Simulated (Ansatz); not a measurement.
How far is this BeS from the hull?

The calculation used DFT PBE, scalar-relativistic, plane waves, PAW in Ansatz 0.2.0. All cells share a 420 eV cutoff and Γ-centred k meshes spaced at most about 0.3 Å⁻¹ (2π included). No spin polarisation.

The zero of energy is the elements' standard structures at the same level; no fitted shifts are applied.

Temperature and zero-point effects are left out. The reference form of S is held partly by dispersion forces, which this level lacks.

The competitors are the elements and 1 reference phase of this chemical system (from databases or known types: BeS), relaxed at the same level; other known phases may be missing.

The candidate was reached from: NiSe type (P6_3/mmc).

```
CELL_PARAMETERS angstrom
3.30088 0.00000 0.00000
-1.65044 2.85864 0.00000
0.00000 0.00000 5.24724
ATOMIC_POSITIONS crystal
Be 0.00000 0.00000 0.00000
Be 0.00000 0.00000 0.50000
S 0.33333 0.66667 0.25000
S 0.66667 0.33333 0.75000
```

Question: Where does it stand against these competitors?

Answer: Not the lowest form: another structure of the same formula lies lower. Its formation energy is -0.552 eV/atom. The lowest competing phase at this composition is this:

```tsv
phase	space group	source	share of atoms	ΔE_f (eV/atom)
BeS	F-43m (No. 216)	COD	1.0000	-1.070
```

The candidate lies 0.52 eV/atom above this phase. The candidate matches no cell in the subsets of the Crystallography Open Database and the Materials Project at hand. The margin is far too high for a likely synthesis. It has the nickel arsenide type.
